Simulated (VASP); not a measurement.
# PtS2 (P-3m1) in VASP: notebook

One crystal, PtS2, is run at these levels: PBE, r2SCAN; tasks: chemical shielding, Berry-phase polarisation, equation of state, G0W0 quasiparticle levels.

Program: VASP 6.6.1. These are calculated values, not measurements. Logs are shortened: lines on timing, memory, paths and dates and some standing lists are left out, and cuts for length are marked.

### 1 The crystal as given

Symmetry: P-3m1, No. 164, trigonal system. The conventional cell has a = 3.543 Å, b = 3.543 Å, c = 5.039 Å, α = 90.00°, β = 90.00°, γ = 120.00°. Pt (site symmetry -3m) has 6 S at 2.34 Å as nearest neighbours. Around S (site symmetry 3m) lie 3 Pt at 2.34 Å.

### 2 Chemical shielding, PBE

Input file INCAR:

```
SYSTEM = PtS2
PREC = Accurate
ENCUT = 520
EDIFF = 1E-8
ISMEAR = 0
SIGMA = 0.02
LREAL = .False.
LASPH = .True.
NELM = 80
ALGO = Normal
ISIF = 2
LWAVE = .False.
LCHARG = .False.
GGA = PE
LCHIMAG = .True.
DQ = 0.001
ICHIBARE = 1
LNMR_SYM_RED = .True.
```

Input file KPOINTS:

```
regular mesh
0
Gamma
  7 7 4
  0 0 0
```

Input file POSCAR:

```
PtS2
1.0
    3.5432000000      0.0000000000      0.0000000000
   -1.7716000000      3.0685012107      0.0000000000
    0.0000000000      0.0000000000      5.0388000000
Pt S
1 2
Direct
    0.0000000000      0.0000000000      0.0000000000
    0.6666666667      0.3333333333      0.7730000000
    0.3333333333      0.6666666667      0.2270000000
```

Potentials or basis: VASP PAW PBE potentials, release 64 (Pt, S).

Launch:

```bash
$ cat potpaw_PBE.64/Pt/POTCAR potpaw_PBE.64/S/POTCAR > POTCAR
$ mpirun -np 1 vasp_std > vasp.out
```

OUTCAR:

```text
SYSTEM = PtS2
   PREC = Accurate
   ENCUT = 520
   EDIFF = 1E-8
   ISMEAR = 0
   LREAL = .False.
   LASPH = .True.
   NELM = 80
   ISIF = 2
   GGA = PE

 ion  position               nearest neighbor table
   1  0.000  0.000  0.000-   2 2.34   3 2.34   2 2.34   3 2.34   2 2.34   3 2.34
   2  0.667  0.333  0.773-   1 2.34   1 2.34   1 2.34
   3  0.333  0.667  0.227-   1 2.34   1 2.34   1 2.34

  LATTYP: Found a hexagonal cell.
 ALAT       =     3.5432000000
 C/A-ratio  =     1.4221043125

  Lattice vectors:

 A1 = (   3.5432000000,   0.0000000000,   0.0000000000)
 A2 = (  -1.7716000000,   3.0685012107,   0.0000000000)
 A3 = (   0.0000000000,   0.0000000000,   5.0388000000)

Analysis of symmetry for initial positions (statically):
=====================================================================
 Subroutine PRICEL returns:
 Original cell was already a primitive cell.

 Routine SETGRP: Setting up the symmetry group for a
 hexagonal supercell.

 Subroutine GETGRP returns: Found 12 space group operations
 (whereof 12 operations were pure point group operations)
 out of a pool of 24 trial point group operations.

The static configuration has the point symmetry D_3d.

Analysis of symmetry for dynamics (positions and initial velocities):
=====================================================================
 Subroutine PRICEL returns:
 Original cell was already a primitive cell.

 Routine SETGRP: Setting up the symmetry group for a
 hexagonal supercell.

 Subroutine GETGRP returns: Found 12 space group operations
 (whereof 12 operations were pure point group operations)
 out of a pool of 24 trial point group operations.

The dynamic configuration has the point symmetry D_3d.

 Subroutine INISYM returns: Found 12 space group operations
 (whereof 12 operations are pure point group operations),
 and found     1 'primitive' translations

----------------------------------------------------------------------------------------

                                     Primitive cell

  volume of cell :      54.7834

  direct lattice vectors                    reciprocal lattice vectors
     3.543200000  0.000000000  0.000000000     0.282230752  0.162946001  0.000000000
    -1.771600000  3.068501211  0.000000000     0.000000000  0.325892001  0.000000000
     0.000000000  0.000000000  5.038800000     0.000000000  0.000000000  0.198459951

  length of vectors
     3.543200000  3.543200000  5.038800000     0.325892001  0.325892001  0.198459951

  position of ions in fractional coordinates (direct lattice)
     0.000000000  0.000000000  0.000000000
     0.666666667  0.333333333  0.773000000
     0.333333333  0.666666667  0.227000000

  ion indices of the primitive-cell ions
   primitive index   ion index
                 1           1
                 2           2
                 3           3

----------------------------------------------------------------------------------------

 KPOINTS: regular mesh

Automatic generation of k-mesh.
 Grid dimensions read from file:
 generate k-points for:    7    7    4

 Generating k-lattice:

  Cartesian coordinates                     Fractional coordinates (reciprocal lattice)
     0.040318679  0.023278000  0.000000000     0.142857143  0.000000000  0.000000000
     0.000000000  0.046556000  0.000000000     0.000000000  0.142857143  0.000000000
     0.000000000  0.000000000  0.049614988     0.000000000  0.000000000  0.250000000

  Length of vectors
     0.046556000  0.046556000  0.049614988

  Shift w.r.t. Gamma in fractional coordinates (k-lattice)
     0.000000000  0.000000000  0.000000000

 Subroutine IBZKPT returns following result:
 ===========================================

 Found     28 irreducible k-points:

 Following reciprocal coordinates:
            Coordinates               Weight
  0.000000  0.000000  0.000000      1.000000
  0.142857  0.000000  0.000000      6.000000
  0.285714  0.000000  0.000000      6.000000
[... 39 lines left out ...]
   NELM   =     80;   NELMIN=  2; NELMDL= -5     # of ELM steps
   EDIFF  = 0.1E-07   stopping-criterion for ELM
   LREAL  =      F    real-space projection
   EDIFFG = 0.1E-06   stopping-criterion for IOM
   NSW    =      0    number of steps for IOM
   IBRION =     -1    ionic relax: 0-MD 1-quasi-New 2-CG
   NFREE  =      0    steps in history (QN), initial steepest desc. (CG)
   ISIF   =      2    stress and relaxation
   ISYM   =      2    0-nonsym 1-usesym 2-fastsym
   POTIM  = 0.5000    time-step for ionic-motion
   TEBEG  =    0.0;   TEEND  =   0.0 temperature during run
   PSTRESS=    0.0 pullay stress
   NELECT =      22.0000    total number of electrons
   NUPDOWN=      -1.0000    fix difference up-down
   EMIN   =  10.00;   EMAX   =-10.00  energy-range for DOS
   EFERMI =   0.00;   METHOD = LEGACY
   ISMEAR =     0;   SIGMA  =   0.02  broadening in eV -4-tet -1-fermi 0-gaus
   EFERMI_NEDOS =   21; number of points for ismear=-14 and -15
   IALGO  =     38    algorithm
   IMIX   =      4    mixing-type and parameters
     AMIX     =   0.40;   BMIX     =  1.00
     AMIX_MAG =   1.60;   BMIX_MAG =  1.00
  volume/ion in A,a.u.               =      18.26       123.23
  Fermi-wavevector in a.u.,A,eV,Ry     =   1.207812  2.282434 19.848315  1.458810
  Thomas-Fermi vector in A             =   2.343439
   LORBIT       =      0    0 simple, 1 ext, 2 COOP (PROOUT), +10 PAW based schemes
   GGA     = PE    functional components
   LHFCALC =     F    Hartree Fock is set to
   AEXX    =    0.0000 exact exchange contribution
   IVDW    =     0    specifies the selected vdW correction
   LEPSILON=     F    determine dielectric tensor
   LRPA    =     F    only Hartree local field effects (RPA)
 non-spin polarized calculation
 Gauss-broadening in eV      SIGMA  =   0.02
  energy-cutoff  :      520.00
  volume of cell :       54.78
 maximum number of plane-waves:      1507
 NGX is ok and might be reduce to    28
   NGX = 13   NGY = 13   NGZ = 19

 number of electron      22.0000001 magnetization

 Free energy of the ion-electron system (eV)
  ---------------------------------------------------
  ext. energy  EPLUGINS =         0.00000000
  ---------------------------------------------------
  free energy    TOTEN  =       -15.26921978 eV

  energy without entropy =      -15.26921978  energy(sigma->0) =      -15.26921978

 E-fermi :   6.7776     XC(G=0): -10.5739

 val. band max:        6.6795109083   @ k =   0.0000   0.1429   0.2500
 cond. band min:       7.5266746503   @ k =   0.0000   0.2857   0.2500
 fundamental gap:      0.8471637420
 Fermi energy:         6.7775600743

 k-point     1 :       0.0000    0.0000    0.0000
  band No.  band energies     occupation
      1      -8.8187      2.00000
      2      -5.5774      2.00000
      3      -0.2982      2.00000
      4      -0.2982      2.00000
      5      -0.1777      2.00000
      6       2.7616      2.00000
      7       2.7616      2.00000
      8       4.9460      2.00000
      9       5.5971      2.00000
     10       5.5971      2.00000
     11       6.6177      2.00000
     12       9.1959      0.00000
     13       9.1959      0.00000
     14      11.5330      0.00000
[... 401 lines left out ...]
      2      -6.4203      2.00000
      3      -0.8917      2.00000
      4       0.4516      2.00000
      5       1.0379      2.00000
      6       2.1088      2.00000
      7       2.9787      2.00000
      8       3.6095      2.00000
      9       3.9763      2.00000
     10       4.1458      2.00000
     11       5.5146      2.00000
     12       8.8009      0.00000
     13       8.8826      0.00000
     14      12.0083      0.00000
     15      12.6043      0.00000

 [... further k-points ...]

  FORCE on cell =-STRESS in cart. coord.  units (eV):
  Direction    XX          YY          ZZ          XY          YZ          ZX
  --------------------------------------------------------------------------------------
  -------------------------------------------------------------------------------------
  Total        3.9551966      3.9551966      3.4710372      0.0000000     -0.0000000      0.0000000
  in kB      115.6723530    115.6723530    101.5127892      0.0000000     -0.0000000      0.0000000
  external PRESSURE =     110.9524984 kB  Pullay stress =       0.0000000 kB

 VOLUME and BASIS-vectors are now :
 -----------------------------------------------------------------------------
  energy-cutoff  :      520.00
  volume of cell :       54.78
      direct lattice vectors                 reciprocal lattice vectors
     3.543200000  0.000000000  0.000000000     0.282230752  0.162946001  0.000000000
    -1.771600000  3.068501211  0.000000000     0.000000000  0.325892001  0.000000000
     0.000000000  0.000000000  5.038800000     0.000000000  0.000000000  0.198459951

 POSITION                                       TOTAL-FORCE (eV/Angst)
 -----------------------------------------------------------------------------------
      0.00000      0.00000      0.00000         0.000000      0.000000      0.000000
      1.77160      1.02283      3.89499        -0.000000      0.000000     -1.212075
     -0.00000      2.04567      1.14381         0.000000     -0.000000      1.212075
 -----------------------------------------------------------------------------------
    total drift:                                0.000000     -0.000000      0.000000

  FREE ENERGIE OF THE ION-ELECTRON SYSTEM (eV)
  ---------------------------------------------------
  free  energy   TOTEN  =       -15.2692197751 eV

  energy  without entropy=      -15.2692197751  energy(sigma->0) =      -15.26921978

------------------------ aborting loop because EDIFF is reached ----------------------------------------

  Approximate magnetic susceptibility, pGv (10^-6 cm^3/mole)
     1        -77.291747          0.000000          0.000000
     2          0.000000        -77.605567         -7.578492
     3          0.000000         -3.942815        -90.283469
 -------------------------------------------------------------
  Approximate magnetic susceptibility, vGv (10^-6 cm^3/mole)
     1        -58.155588          0.000000          0.000000
     2          0.000000        -58.779662         -3.817834
     3          0.000000         -3.544293        -82.528891

         principal value                      axis
       (10^-6 cm^3/mole)           x,          y,          z
      --------------------------------------------------------
              -83.086360      0.0000      0.1497      0.9887
              -58.222193      0.0000     -0.9887      0.1497
              -58.155588      1.0000      0.0000      0.0000
 -------------------------------------------------------------

 -------------------------------------------------------------
  G=0 CONTRIBUTION TO CHEMICAL SHIELDING (field along BDIR)
  using pGv susceptibility, excluding core contribution
 -------------------------------------------------------------
   BDIR                X                 Y                 Z
 -------------------------------------------------------------
     1         19.626897          0.000000          0.000000
     2          0.000000         19.706586          1.924426
     3          0.000000          1.001209         22.925920
 -------------------------------------------------------------

  Core NMR properties

  typ  El   Core shielding (ppm)
 ----------------------------
    1  Pt   10329.3852028
    2  S      979.9394389
 ----------------------------

  Core contribution to magnetic susceptibility:    -18.89  10^-6 cm^3/mole
 --------------------------------------------------------------------------

  CSA tensor (J. Mason, Solid State Nucl. Magn. Reson. 2, 285 (1993))
  for chemical shielding  (including the isotropic core contribution)

  BDIR labels direction of applied magnetic field (i.e. B0)
  For BDIR==1, B0 along x-axis, etc.
  Induced field listed along cartesian directions for each BDIR
 ------------------------------------------------------------------------------------------
                 EXCLUDING G=0 CONTRIBUTION              INCLUDING G=0 CONTRIBUTION
 ------------------------------------------------------------------------------------------
  ion  BDIR            X           Y           Z                X           Y           Z
          (   iso_shield        span        skew ) (   iso_shield        span        skew )
 ------------------------------------------------------------------------------------------
    1     1   -1112.8150      0.0000      0.0000       -1088.3921      0.0000      0.0000
          2       0.0000  -1112.9448     -0.2098           0.0000  -1088.4421      1.7146
          3       0.0000     -0.2025  -2176.2859           0.0000      0.7987  -2148.5639
          (   -1467.3486   1063.4709     -0.9998 ) (   -1441.7994   1060.1734     -0.9999 )
[... 6 lines left out ...]
    3     1     453.8177      0.0000      0.0000         478.2407      0.0000      0.0000
          2       0.0000    453.8574      0.0046           0.0000    478.3601      1.9290
          3      -0.0000      0.0181    599.3849          -0.0000      1.0193    627.1069
          (     502.3533    145.5672      0.9995 ) (     527.9026    148.8808      0.9986 )
 ------------------------------------------------------------------------------------------
  IF SPAN.EQ.0, THEN SKEW IS ILL-DEFINED
 ------------------------------------------------------------------------------------------
```

Run time: 14 min. Hardware: 1 thread of Intel Xeon Platinum 8488C (Sapphire Rapids), shared host; peak memory 0.41 GiB.

Chemical shielding (ppm):
| atom | isotropic | span | skew |
| --- | --- | --- | --- |
| 1 Pt | -1442 | 1060 | -1.00 |
| 2 S | 528 | 149 | 1.00 |
| 3 S | 528 | 149 | 1.00 |

Spin-orbit coupling is left out, which matters for the levels of Pt.

### 3 Berry-phase polarisation, PBE

Input file INCAR:

```
SYSTEM = PtS2
PREC = Accurate
ENCUT = 520
EDIFF = 1E-6
ISMEAR = 0
SIGMA = 0.02
LREAL = .FALSE.
LASPH = .TRUE.
NELM = 100
ALGO = Fast
ISIF = 2
LWAVE = .FALSE.
LCHARG = .FALSE.
GGA = PE
LCALCPOL = .TRUE.
```

Input file KPOINTS:

```
regular mesh
0
G
  9 9 5
  0 0 0
```

POSCAR is that of step 2.

Potentials or basis: VASP PAW PBE potentials, release 64 (Pt, S).

Launch:

```bash
$ cat potpaw_PBE.64/Pt/POTCAR potpaw_PBE.64/S/POTCAR > POTCAR
$ mpirun -np 1 vasp_std > vasp.out
```

OUTCAR:

```text
SYSTEM = PtS2
   PREC = Accurate
   ENCUT = 520
   EDIFF = 1E-6
   ISMEAR = 0
   LREAL = .FALSE.
   LASPH = .TRUE.
   NELM = 100
   ISIF = 2
   GGA = PE

 ion  position               nearest neighbor table
   1  0.000  0.000  0.000-   2 2.34   3 2.34   2 2.34   3 2.34   2 2.34   3 2.34
   2  0.667  0.333  0.773-   1 2.34   1 2.34   1 2.34
   3  0.333  0.667  0.227-   1 2.34   1 2.34   1 2.34

  LATTYP: Found a hexagonal cell.
 ALAT       =     3.5432000000
 C/A-ratio  =     1.4221043125

  Lattice vectors:

 A1 = (   3.5432000000,   0.0000000000,   0.0000000000)
 A2 = (  -1.7716000000,   3.0685012107,   0.0000000000)
 A3 = (   0.0000000000,   0.0000000000,   5.0388000000)

Analysis of symmetry for initial positions (statically):
=====================================================================
 Subroutine PRICEL returns:
 Original cell was already a primitive cell.

 Routine SETGRP: Setting up the symmetry group for a
 hexagonal supercell.

 Subroutine GETGRP returns: Found 12 space group operations
 (whereof 12 operations were pure point group operations)
 out of a pool of 24 trial point group operations.
[... 190 lines left out ...]
     13       9.1958      0.00000
     14      11.5321      0.00000
[... 401 lines left out ...]
      2      -6.1974      2.00000
      3      -0.0473      2.00000
      4       0.2342      2.00000
      5       1.0575      2.00000
      6       1.5155      2.00000
      7       2.2416      2.00000
      8       3.6071      2.00000
      9       4.9642      2.00000
     10       5.1697      2.00000
     11       6.4179      2.00000
     12       7.7987      0.00000
     13       8.6604      0.00000
     14      12.4609      0.00000
     15      14.3217      0.00000

 [... further k-points ...]

------------------------ aborting loop because EDIFF is reached ----------------------------------------

            Ionic dipole moment: p[ion]=(     0.00000     0.00000     0.00000 ) |e| Angst

 Total electronic dipole moment: p[elc]=(     0.00000     0.00000     0.00000 ) |e| Angst

  FORCE on cell =-STRESS in cart. coord.  units (eV):
  Direction    XX          YY          ZZ          XY          YZ          ZX
  --------------------------------------------------------------------------------------
  -------------------------------------------------------------------------------------
  Total        3.9532250      3.9532250      3.4456109      0.0000000      0.0000000      0.0000000
  in kB      115.6146913    115.6146913    100.7691796      0.0000000      0.0000000      0.0000000
  external PRESSURE =     110.6661874 kB  Pullay stress =       0.0000000 kB

 VOLUME and BASIS-vectors are now :
 -----------------------------------------------------------------------------
  energy-cutoff  :      520.00
  volume of cell :       54.78
      direct lattice vectors                 reciprocal lattice vectors
     3.543200000  0.000000000  0.000000000     0.282230752  0.162946001  0.000000000
    -1.771600000  3.068501211  0.000000000     0.000000000  0.325892001  0.000000000
     0.000000000  0.000000000  5.038800000     0.000000000  0.000000000  0.198459951

 POSITION                                       TOTAL-FORCE (eV/Angst)
 -----------------------------------------------------------------------------------
      0.00000      0.00000      0.00000         0.000000      0.000000      0.000000
      1.77160      1.02283      3.89499        -0.000000     -0.000000     -1.212897
     -0.00000      2.04567      1.14381         0.000000      0.000000      1.212897
 -----------------------------------------------------------------------------------
    total drift:                                0.000000     -0.000000      0.000000

  FREE ENERGIE OF THE ION-ELECTRON SYSTEM (eV)
  ---------------------------------------------------
  free  energy   TOTEN  =       -15.2714135271 eV

  energy  without entropy=      -15.2714135271  energy(sigma->0) =      -15.27141353
```

OSZICAR:

```text
N       E                     dE             d eps       ncg     rms          rms(c)
DAV:   1     0.115673288943E+03    0.11567E+03   -0.10603E+04  1532   0.131E+03
DAV:   2    -0.114190983942E+02   -0.12709E+03   -0.12410E+03  1885   0.248E+02
DAV:   3    -0.166111031410E+02   -0.51920E+01   -0.51666E+01  1920   0.539E+01
DAV:   4    -0.166685435422E+02   -0.57440E-01   -0.57429E-01  1955   0.625E+00
DAV:   5    -0.166696334646E+02   -0.10899E-02   -0.10899E-02  1983   0.823E-01    0.201E+01
RMM:   6    -0.154552859155E+02    0.12143E+01   -0.66229E+00  1509   0.167E+01    0.119E+01
RMM:   7    -0.152836039813E+02    0.17168E+00   -0.63161E-01  1504   0.623E+00    0.624E+00
RMM:   8    -0.152708723502E+02    0.12732E-01   -0.60083E-02  1637   0.194E+00    0.805E-01
RMM:   9    -0.152709074742E+02   -0.35124E-04   -0.26515E-02  1657   0.105E+00    0.132E-01
RMM:  10    -0.152712321666E+02   -0.32469E-03   -0.38069E-03  1732   0.503E-01    0.729E-02
RMM:  11    -0.152714155933E+02   -0.18343E-03   -0.13293E-03  1744   0.247E-01    0.336E-02
RMM:  12    -0.152714078504E+02    0.77429E-05   -0.19483E-04  1718   0.116E-01    0.139E-02
RMM:  13    -0.152714123276E+02   -0.44772E-05   -0.50490E-05  1768   0.544E-02    0.602E-03
RMM:  14    -0.152714133391E+02   -0.10115E-05   -0.10930E-05  1638   0.240E-02    0.598E-03
RMM:  15    -0.152714135271E+02   -0.18798E-06   -0.19190E-06  1071   0.113E-02
   1 F= -.15271414E+02 E0= -.15271414E+02  d E =-.147615E-12
```

It took 71 s on 1 thread of Intel Xeon Platinum 8488C (Sapphire Rapids), shared host; peak memory 0.23 GiB.

Dipole moments of the cell (e·Å, modulo the quantum): ionic 0.000, 0.000, 0.000; electronic 0.000, 0.000, 0.000

The run has no spin-orbit coupling, so splittings on Pt are missing.

(Continued in part 2 of 9.)
